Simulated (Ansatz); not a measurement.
## Point defect: H interstitial in BN

The calculation used DFT PBE+D3(BJ), scalar-relativistic, plane waves, PAW in Ansatz 0.2.0. Settings: 420 eV cutoff, 2×2×2 k-mesh, shifted by half a step, Gaussian smearing of 0.01 eV, collinear spin in charge 0 alone.

Host crystal, relaxed:

```
CELL_PARAMETERS angstrom
0.00000 3.33948 2.16883
1.25384 0.00000 2.16883
1.25384 3.33948 0.00000
ATOMIC_POSITIONS crystal
B 0.00011 0.00011 0.99989
N 0.66659 0.66659 0.33341
```

Supercell of 48 atoms, rows in host cell vectors: 0 2 -2; 2 0 0; 2 -4 -2. Atoms relax at the host's cell, keeping the symmetry that the supercell leaves at the site. The cell is small, so energies carry finite-size errors of tenths of an eV. The host's Kohn–Sham gap is 3.54 eV. Atoms are taken from and returned to the elements' standard states. Charged cells are corrected for image charges with the computed static dielectric tensor (mean 5.4) and aligned with the host's potential at far atoms (alignment terms reach 0.09 eV; the program doubts the alignment in some charges, where it is up to 0.09 eV). No band-filling term is added, and the Fermi level counts from the host's valence band top.

Defect: H interstitial set at (0.312, 0.333, 0.188) of the host cell. In charges +1, 0, -1 some atom moved by up to 1.0 Å, so the relaxed defect can differ in kind from the start. Before relaxation its nearest neighbours are 1 N at 1.90 Å, 1 N at 1.92 Å, 1 B at 1.93 Å, 1 B at 1.95 Å, 1 B at 2.26 Å, 1 B at 2.27 Å.

```tsv
charge	E_f at the valence band top (eV)	over the neutral state (eV)	moment (μB)	largest move (Å)	atoms near the site
+1	-0.08	-2.34	0.00	1.04	1 N at 1.05 Å, 2 B at 1.99 Å, 1 B at 2.00 Å, 1 B at 2.08 Å, 1 N at 2.44 Å, 2 N at 2.52 Å
0	2.26	0.00	1.00	0.74	1 B at 1.33 Å
-1	3.80	1.53	0.00	0.79	1 B at 1.21 Å
```

Among the charges computed the stable one is +1 at the valence band top, changing to -1 at 1.94 eV. Other sites of the defect weren't tried.